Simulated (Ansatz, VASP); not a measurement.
# Ta2MoS2NO2 (2H-MoS2 under Ta2NO2 MXene, AC): VASP beside Ansatz

Wanted: the spread between two codes on one cell, functional and k mesh. The structure shown is the start of the Ansatz relaxation below; VASP solves that cell, so the two are compared at the walk's first step.

Program: Ansatz 0.2.0. Level of theory: plane waves, with VASP 6.6.1 beside it; single point at PBEsol with D3(BJ). Results are calculated unless marked as measured.

## Step 1: The starting structure

The cell holds 8 atoms: 2 S, 1 Mo, 2 O, 2 Ta and 1 N. Cell: a = 3.167 Å, b = 3.167 Å, c = 46.069 Å, α = 90.0°, β = 90.0°, γ = 120.0°. Vacuum lies along c. The height across the vacuum is the one that the program set for its solve, not the one typed.

## Step 2: Ansatz: relaxation, PBEsol with D3(BJ)

Ansatz runs on its default PAW (the set named soft_2) files.

The two programs are compared at the cell with which this relaxation starts, whose forces are those of its first step.

Contents of input.yaml:

```yaml
crystal:
  lattice:
    - [3.16729, 0.0, 0.0]
    - [-1.583645, 2.7429536012, 0.0]
    - [0.0, 0.0, 29.1342865121]
  atoms:
    - { symbol: S, position: [0.3333333333, 0.6666666667, 0.3089143781] }
    - { symbol: Mo, position: [0.0, 0.0, 0.3649067865] }
    - { symbol: S, position: [0.3333333333, 0.6666666667, 0.4208991949] }
    - { symbol: O, position: [0.0, 0.0, 0.5221544633] }
    - { symbol: Ta, position: [0.3333333333, 0.6666666667, 0.5638967302] }
    - { symbol: "N", position: [0.6666666667, 0.3333333333, 0.6066200426] }
    - { symbol: Ta, position: [0.0, 0.0, 0.649343355] }
    - { symbol: O, position: [0.3333333333, 0.6666666667, 0.6910856219] }
  periodic: [true, true, false]
kpoints:
  mp_grid: { grid: [12, 12, 1] }
hamiltonian:
  xc: pbesol
  dispersion: d3bj
scf:
  occupations: { method: fermi_dirac, width: 0.05 }
  convergence: { dr2_threshold: 1.0e-09 }
relax:
  f_tol: 0.004
  max_steps: 90
  cell: {}
output:
  write_potential: true
  write_density: true
  volumetric_format: npy
```

Started as:

```
ansatz run input.yaml --threads 4 --pin off --max-ram 6144MiB --backend cpu --events-out ev --progress --plain --runs-dir out
```

Numbers of over 12 decimals in the logs are rounded to 6 here.

Output:

```text
Warning: crystal.periodic: the lattice vector that does not repeat stood 0.000° off the slab's normal, 29.134 Å along it as the deck builds it. The run solves the slab on a vector along the normal, 46.069 Å long, with every atom where it was (on the deck's vector they left 18.00 Å outside them, and the widest stretch free of ions among them is 2.95 Å). A fractional position that the run reports is one of the run's ce [...]
Warning: relax.cell: scf.convergence.dr2_threshold = 1e-9 eV is looser than the 1.79107926199e-10 eV advised for a relaxation that steers and ends on the stress (1e-10 eV for each atom of the cell: 8, times the square of relax.cell.stress_2d_tol = 0.05 N/m over 21.1 Å (the atoms' height at the walk's start and 5 Å past either face), 2.366e-2 GPa, over a crystal's default 0.05). What an SCF threshold leaves in a stress goes as its square root, and in the free energy as the threshold itself, and one threshold admits the most on a small cell: [figures from the program's tests cut] Set scf.convergence.dr2_threshold to 1.79107926199e-10 eV or tighter. [rest of the remark cut]
crystal.periodic: the lattice vector that does not repeat stood 0.000° off the slab's normal, 29.134 Å along it as the deck builds it. The run solves the slab on a vector along the normal, 46.069 Å long, with every atom where it was (on the deck's vector they left 18.00 Å outside them, and the widest stretch free of ions among them is 2.95 Å). A fractional position that the run reports is one of the run's cell, which [...]
Engine: ansatz 0.2.0, aarch64-unknown-linux-gnu
Pseudopotentials: kind: paw
Pseudopotential: S, paw, valence charge 6, recommended cutoff 420 eV (normal), S.paw.azcp
Pseudopotential: Mo, paw, valence charge 14, recommended cutoff 420 eV (normal), Mo.paw.azcp
Pseudopotential: O, paw, valence charge 6, recommended cutoff 420 eV (normal), O.paw.azcp
[...]
eigensolver tolerance schedule: the retry pair's looser diagonalisation over-reported the residual by 10285.97 of it (diagonalisation noise at 0.67 of the residual, at the tolerance the schedule requests for it); recorded, not acted on — ethr = c·dr2/N_el stays at c = 1.0e-1
SCF iter   2: F=—  HF=-27790.027631 eV  |F-HF|=—  |Δ(HF+E_count)|=   1.59e-4  Δρ=2.49e-6  dr2=3.97e-8  ethr=1.17e-11  ⟨swp⟩=7.3  Hψ=4022  notcnv=0
SCF iter   3: F=—  HF=-27790.027631 eV  |F-HF|=—  |Δ(HF+E_count)|=   9.03e-9  Δρ=2.00e-6  dr2=6.60e-8  ethr=1.17e-11  ⟨swp⟩=3.9  Hψ=1834  notcnv=0
SCF iter   4: F=—  HF=-27790.027631 eV  |F-HF|=—  |Δ(HF+E_count)|=   5.98e-9  Δρ=9.33e-7  dr2=8.13e-9  ethr=1.17e-11  ⟨swp⟩=3.1  Hψ=1437  notcnv=0
SCF iter   5: F=—  HF=-27790.027631 eV  |F-HF|=—  |Δ(HF+E_count)|=  6.22e-10  Δρ=5.42e-7  dr2=7.52e-9  ethr=1.17e-11  ⟨swp⟩=2.9  Hψ=1225  notcnv=0
SCF iter   6: F=—  HF=-27790.027631 eV  |F-HF|=—  |Δ(HF+E_count)|=  5.46e-10  Δρ=2.49e-7  dr2=1.26e-9  ethr=1.09e-11  ⟨swp⟩=2.0  Hψ=968  notcnv=0
SCF iter   7: F=-27790.027631 eV  HF=-27790.027631 eV  |F-HF|=8.00e-11  |Δ(HF+E_count)|=  2.84e-10  Δρ=7.21e-8  dr2=1.23e-11  ethr=1.45e-12  ⟨swp⟩=17.3  Hψ=7513  notcnv=0
SCF 12 converged in 7 iterations: F = -27790.027631 eV  dr2 = 1.23e-11
relax step  12: F+E_penalty+E_count = -27790.02763100 eV  Δ(F+E_penalty+E_count) = +1.527e-4 eV  max|allowed force component| = 3.476e-3 eV/Å  Δτ_max = 0.0000 Å  P = -0.005 N/m  Ω = 382.937 Å³  fix = [c, alpha, beta]  reactions: c -0.000 N/m  stress off target by 4.55e-3 N/m on what of the cell is left free  SCF on the basis re-selected at this cell (its energy is not comparable with the rows above)  (7 SCF iters)
basis re-selected at this cell: Δ(F+E_penalty+E_count) = +1.527e-4 eV, ΔP = -0.002 N/m vs the last step (what re-selecting the basis moved, of the pressure what is left beyond the Pulay correction that the steps carried, after the strain that the cell walked since its last selection, with what the two solves' SCF thresholds leave and, on support functions, any second-order correction that the steps lacked; it is no m [...]
WARN: The output density's exchange-correlation potential varies sharply where the density is thin. Do not read a vacuum level from v_tot or v_xc, or from such a field of the output density. On a cell that repeats whose density bears no net charge and no dipole along the vacuum's axis use v_es (v_loc + v_h of the components); under efield.dipole_correction with no amplitude use v_es + v_field, which holds any externa [...]
SCF converged after 7 iterations
Free energy (F): -27790.027631 eV
Harris-Foulkes:  -27790.027631 eV  (|F-HF|=8.00e-11)
Internal energy: -27790.012018 eV  (E = F + TS)
E sigma→0 (E₀):  -27790.019825 eV
Entropy (-TS):   -0.015613 eV (-1.952 meV/atom)
Fermi energy:    -5.246785 eV
--- Per-component energies (eV) ---
  E_band       = -1744.560355
  E_kinetic    = 1877.456844
  E_local      = -397828.860262  (includes V_loc(G=0)·N_el)
  E_nonlocal   = 378.437764
  E_hartree    = 197692.253994
  E_xc         = -1018.003832
  E_vxc        = -1079.254628  (∫ρ·V_xc dr)
  E_paw        = -21285.064330  (= ΣΔE_a)
  E_vpaw       = -476.853937  (= ΣTr[D̂ρ^β])
  E_aug_tail   = 0.005370  (compensation charges beyond the density's cutoff)
  E_ewald      = 192395.134550
  E_disp       = -2.231281  (pairwise vdW)
  E_core_change = 0.859166  (= ΣΔE_core)
  E_smearing   = -0.015613  (= −TS)
  E_closure    = 0.000000  (closes the sum)
  Σ components = -27790.027631   (vs F -27790.027631, Δ=0.00e0)
--- Forces (eV/Å), atoms counted from 1 ---
  atom   1  S      0.00000000    -0.00000000    -0.00020627
  atom   2  Mo    -0.00000000    -0.00000000     0.00012453
  atom   3  S      0.00000000    -0.00000000     0.00021613
  atom   4  O     -0.00000000     0.00000000    -0.00104881
  atom   5  Ta    -0.00000000     0.00000000     0.00347615
  atom   6  N      0.00000000    -0.00000000    -0.00037510
  atom   7  Ta     0.00000000    -0.00000000    -0.00293640
  atom   8  O      0.00000000    -0.00000000     0.00075169
  max |Σ_I F_I| component: 1.91e-6 eV/Å
--- 2D stress c σ (N/m, compression-positive) ---
       -0.004555       0.000000       0.000000
        0.000000      -0.004555      -0.000000
        0.000000      -0.000000      -0.000000
  P = ½ c Tr σ = -0.0046 N/m
--- Band table (eV; the first three rows and the last of 19) ---
  k-point 0: bands = ["-74.7219", "-74.6676", "-66.6172", "-41.6944", "-41.0711", "-41.0711", "-41.0568", "-40.9936", "-40.9936", "-40.8576", "-40.5345", "-40.5345", "-25.6670", "-25.1607", "-22.3035", "-20.3410", "-18.9848", "-14.4586", "-13.2048", "-13.2048", "-12.0605", "-11.2112", "-11.2112", "-11.1250", "-9.4693", "-9.1666", "-9.1666", "-8.5274", "-8.5274", "-7.7177", "-7.3357", "-7.3357", "-6.5789", "-6.5789", "-6.0938", "-5.6475", "-3.8413", "-3.8413", "-3.2707", "-2.9551", "-2.9551", "-2.7028", "-2.7028"]
  k-point 1: bands = ["-74.7183", "-74.6657", "-66.6135", "-41.6784", "-41.1567", "-41.0872", "-41.0447", "-41.0203", "-40.9988", "-40.8508", "-40.5688", "-40.5422", "-25.5659", "-25.1212", "-22.3676", "-20.2256", "-18.9362", "-14.3662", "-13.2106", "-13.1235", "-11.9563", "-11.4041", "-11.1641", "-10.9769", "-9.7193", "-9.4096", "-9.2647", "-8.7789", "-8.4060", "-8.1889", "-7.5180", "-7.0553", "-6.5574", "-6.2691", "-6.1289", "-5.6192", "-3.7500", "-3.7253", "-3.2246", "-3.1035", "-3.0290", "-2.8345", "-2.7606"]
  k-point 2: bands = ["-74.7083", "-74.6604", "-66.6036", "-41.6384", "-41.3105", "-41.1687", "-41.1284", "-41.0158", "-41.0070", "-40.8320", "-40.6618", "-40.5632", "-25.3138", "-25.0225", "-22.5026", "-19.8960", "-18.7975", "-14.1311", "-13.2085", "-12.9223", "-11.9778", "-11.3798", "-11.0639", "-10.7643", "-10.5944", "-9.8245", "-9.3532", "-9.2022", "-8.8177", "-8.0698", "-7.9423", "-7.0847", "-6.8092", "-6.3553", "-5.6428", "-5.2527", "-3.6125", "-3.5232", "-3.4145", "-3.1691", "-3.1315", "-3.0202", "-2.3260"]
  k-point 18: bands = ["-74.6498", "-74.6458", "-66.5561", "-41.6576", "-41.6465", "-41.6363", "-41.3859", "-41.1180", "-41.1135", "-40.9071", "-40.8518", "-40.7416", "-24.7279", "-24.6254", "-22.2972", "-17.9133", "-17.8401", "-13.6097", "-13.5985", "-12.2655", "-12.1509", "-11.9242", "-11.6723", "-10.9752", "-10.7239", "-10.5272", "-10.2593", "-10.2342", "-10.2333", "-9.4841", "-8.9213", "-8.2355", "-5.9516", "-5.2091", "-5.1893", "-5.1806", "-3.9786", "-3.0060", "-2.6925", "-2.6591", "-2.5732", "-2.0864", "-0.6156"]
  the weakly bound empty levels are not read free of the cell's end (no_gap_told)
--- Relaxed structure (10 steps of the walk, 10 accepted, 2 SCFs on fresh bases) ---
  F+E_penalty+E_count = -27790.02763100 eV   max|allowed force component| = 3.476e-3 eV/Å   (the final SCF, on the basis selected at the relaxed cell)
  cell:  # Å, volume = 382.9375 Å³
    - [3.098106, -2.5603299653253013e-18, 0]
    - [-1.549053, 2.683038, 0]
    - [0, 0, 46.068573]
  atoms:
    - { symbol: S, position: [0.333333, 0.666667, 0.205508] }
    - { symbol: Mo, position: [-4.262686959211116e-18, -2.57317315613997e-17, 0.239590] }
    - { symbol: S, position: [0.333333, 0.666667, 0.273552] }
    - { symbol: O, position: [-1.9681682253140554e-17, -2.5731731561399678e-17, 0.329487] }
    - { symbol: Ta, position: [0.333333, 0.666667, 0.352671] }
    - { symbol: N, position: [0.666667, 0.333333, 0.378319] }
    - { symbol: Ta, position: [-2.930825777105847e-17, -2.573173156139969e-17, 0.403961] }
    - { symbol: O, position: [0.333333, 0.666667, 0.427392] }
```

[end of part 1 of 2]

[Lines on the potential files, build, host, timing and source positions are cut from VASP's logs without a mark.]

[Logs are printed without paths, hosts, clocks, repeated set-up lines and the standing remarks that a program may print on its own settings, such as how far it seeks lower states.]

[Hosts, paths, dates, database ids (printed as entryN), source tags and the programs' standing remarks are cut or masked in the printed files.]
